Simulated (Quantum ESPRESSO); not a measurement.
The system is HfN.

```xyz
2
Lattice="2.8250 0.0000 0.0000 0.0000 2.8250 0.0000 0.0000 0.0000 2.8250" Properties=species:S:1:pos:R:3 pbc="T T T"
Hf    1.4125    1.4125    1.4125
N     0.0000    0.0000    0.0000
```

The cell was built by a generator and needn't be a form met in nature.

Base run:

* Program: Quantum ESPRESSO 7.5
* Functional: PBE
* Potentials or basis: Ansatz NC SR PBE
* Cutoff: 1238 eV
* Density cutoff: 4952 eV
* k mesh: 9 × 9 × 9
* Occupations: fermi-dirac, width 0.05 eV
* Spin: no spin polarisation

Its results: band gap on the k mesh none (metal or under the smearing width); pressure 0.3 GPa.

**Question.** After a change of settings the same cell gave: band gap on the k mesh none (metal or under the smearing width); pressure -0.1 GPa. Which change was it?
A. potentials or basis from Ansatz NC SR PBE to JTH 2.0 PBE; cutoff from 1238 eV to 680 eV; density cutoff from 4952 eV to 4082 eV; valence electrons from 31 to 17
B. potentials or basis from Ansatz NC SR PBE to GBRV 1.5 PBE; cutoff from 1238 eV to 612 eV; density cutoff from 4952 eV to 4898 eV; valence electrons from 31 to 17
C. potentials or basis from Ansatz NC SR PBE to PseudoDojo 0.5 SR PBE stringent; cutoff from 1238 eV to 1796 eV; density cutoff from 4952 eV to 7184 eV

**Answer.** C.

Caveats: spin-orbit coupling is left out, which moves the levels of the heavy elements.
